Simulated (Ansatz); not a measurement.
Crystal: MgB2.

```
CELL_PARAMETERS angstrom
3.08500 0.00000 0.00000
-1.54250 2.67169 0.00000
0.00000 0.00000 3.52300
ATOMIC_POSITIONS crystal
Mg 0.00000 0.00000 0.00000
B 0.66667 0.33333 0.50000
B 0.33333 0.66667 0.50000
```

Base run:

```yaml
Program: Ansatz 0.2.0
Functional: PBE
Potentials_or_basis: Ansatz PAW
Cutoff: "420 eV (not typed: the program's choice for these potentials)"
k_mesh: 10 × 10 × 8
Occupations: fermi-dirac, width 0.05 eV
Spin: no spin polarisation
```

Its results: band gap on the k mesh none (metal or under the smearing width); pressure -0.9 GPa.

Q: The run is repeated on the same cell with these changes: functional from PBE to LDA. What comes out?

A: Band gap on the k mesh none (metal or under the smearing width); pressure -7.5 GPa.

LDA binds more tightly than PBE, so the same cell stands under less pressure.

Caveats: the PAW data sets come from PBE, with cores solved anew for the run's functional, which leaves a small shift of forces and pressure (some runs).
